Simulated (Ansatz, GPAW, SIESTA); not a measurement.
**Ge: programs and potentials compared**

```xyz
4
Lattice="4.0504 0.0000 0.0000 -2.0252 3.5078 0.0000 0.0000 0.0000 10.9934" Properties=species:S:1:pos:R:3 pbc="T T T"
Ge    2.0252    1.1693    4.5606
Ge    0.0000    2.3385   10.0573
Ge    0.0000    0.0000    5.2488
Ge    0.0000    0.0000   10.7455
```

This isn't the form of Ge at room conditions, which is diamond.

Alike in all runs: task single point; functional PBEsol; k mesh 8 × 8 × 3; occupations fermi-dirac, width 0.05 eV; no spin polarisation; no spin-orbit coupling. Pressure is positive in compression and, in plane waves, holds the error of the finite cutoff, which Ansatz's Pulay term estimates and takes out.

| program and potentials | plane-wave cutoff (eV) | notes | pressure (GPa) | largest force (eV/Å) |
| --- | --- | --- | --- | --- |
| Ansatz, Ansatz PAW | 420 | potentials made for PBE, which Ansatz adapts in part; 14 valence electrons an atom on average | -1.57 | 0.167 |
| Ansatz, all-electron LAPW, scalar-relativistic | - | - | -1.57 | 0.168 |
| GPAW, PAW data sets generated for this functional | 600 | 4 valence electrons an atom on average | -1.45 | 0.130 |
| SIESTA, files PseudoDojo sr-pbesol-0.4.1-standard, DZP (energy shift 0.003 Ry; two zetas on semicore shells) | - | atomic basis; 14 valence electrons an atom on average | -1.16 | 0.006 |

Force on atom 3 (Ge), eV/Å:

```tsv
program and potentials	x	y	z
Ansatz, Ansatz PAW	0.000	0.000	-0.167
Ansatz, all-electron LAPW, scalar-relativistic	0.000	0.000	-0.168
GPAW, PAW data sets generated for this functional	0.000	0.000	-0.130
```

The pressure spans -1.57 (Ansatz, Ansatz PAW) to -1.16 GPa (SIESTA, files PseudoDojo sr-pbesol-0.4.1-standard, DZP (energy shift 0.003 Ry; two zetas on semicore shells)), with all-electron results at -1.57. Rows in atomic bases carry the error of their basis and grid, which can be large.

The functional is the same throughout but for its coding, so the spread measures potentials, basis and numerics; runs on potential files found faulty are left out.
